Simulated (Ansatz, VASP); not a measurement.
Two plane-wave programs on KI

File INCAR:

```
SYSTEM = KI
PREC = Accurate
ENCUT = 520
EDIFF = 1E-6
ISMEAR = 0
SIGMA = 0.05
LREAL = .FALSE.
LASPH = .TRUE.
NELM = 80
ALGO = Normal
ISIF = 2
LWAVE = .FALSE.
LCHARG = .FALSE.
GGA = PE
NBANDS = 15
```

The input KPOINTS:

```
Automatic mesh
0
G
  6 6 6
  0 0 0
```

File POSCAR:

```
KI
1.0
    0.0000000000      3.3835680000      3.3835680000
    3.3835680000      0.0000000000      3.3835680000
    3.3835680000      3.3835680000      0.0000000000
K I
1 1
Direct
    0.0000000000      0.0000000000      0.0000000000
    0.5000000000      0.5000000000      0.5000000000
```

Input for Ansatz:

```yaml
crystal:
  lattice:
    - [0.0, 3.383568, 3.383568]
    - [3.383568, 0.0, 3.383568]
    - [3.383568, 3.383568, 0.0]
  atoms:
    - { symbol: K, position: [0.0, 0.0, 0.0] }
    - { symbol: I, position: [0.5, 0.5, 0.5] }
basis:
  ecutwfc: 420
kpoints:
  mp_grid: { grid: [6, 6, 6] }
hamiltonian:
  xc: pbe
scf:
  occupations: { method: gaussian, width: 0.05 }
output:
  forces: true
  stress: true
  eigenvalues: true
```

Change from the starting cell: strain -0.040 along x and y, -0.040 along z, atoms carried along.

Alike in both runs: task single point; functional PBE; k mesh 6 × 6 × 6; occupations gaussian, width 0.05 eV; no spin polarisation.

```csv
,VASP,Ansatz
version,VASP 6.6.1,Ansatz 0.2.0
potentials or method,"VASP PAW PBE potentials, release 64 (K_sv, I)","scalar-relativistic, plane waves, PAW"
plane-wave cutoff (eV),520,420
valence electrons in the cell,16,26
```

|  | VASP | Ansatz | Ansatz less VASP |
| --- | --- | --- | --- |
| gap on the k mesh at the Fermi level (eV) | 4.29 | 4.30 | +0.006 |
| least direct gap on the mesh (eV) | 4.29 | 4.30 | +0.006 |
| pressure (GPa) | 3.0 | 2.9 | -0.06 |

With one functional, cell and mesh, what is left measures potentials, basis and numerics. The two sets of potentials don't hold the same shells in valence.

Caveats: spin-orbit coupling is left out, which moves the levels of the heavy elements. A k mesh can miss the band edges.
